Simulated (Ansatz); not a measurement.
Take ZnTe in the zinc blende structure (space group F-43m, No. 216; a = 6.066 Å) as the base. Axes: x, y, z lie along the cube axes.

Computed with Ansatz (a quantum-chemistry and plane-wave program) PBEsol, scalar-relativistic without spin-orbit coupling.

For the base:

* **Smallest direct gap**: 1.24 eV
* **Band gap**: 1.24 eV
* **Valence-band top at Γ**: 0.00, 0.00, 0.00 eV

It is then changed as follows: a free-standing slab of 3 layers (6 atoms, 2 a layer) is cut normal to [110], with 15 Å of vacuum and the in-plane cell held at bulk.

Q: What happens to the smallest direct gap?

A: The smallest direct gap increases by 0.61 eV (1.24 eV → 1.85 eV).

Q: How does this affect the band gap?

A: The band gap increases by 0.20 eV, from 1.24 eV to 1.44 eV.

Q: What happens to the excess energy per area of both faces?

A: The excess energy per area of both faces (slab less bulk energy over the cell's area: twice a surface energy) amounts to 0.71 J/m².

Q: Predict the new valence-band top at Γ.

A: The valence-band top at Γ (three highest levels, from the VBM) goes from 0.00, 0.00, 0.00 eV to 0.00, -0.68, -0.75 eV.

Q: How does this affect the gap character?

A: The gap character amounts to indirect, Γ → X.

The excess energy carries the mismatch between the slab's and the bulk's meshes. With Te present, leaving out spin-orbit coupling can change the band edges. No phonon test of stability was made. Labels are those of the standard path for the cell's own space group.
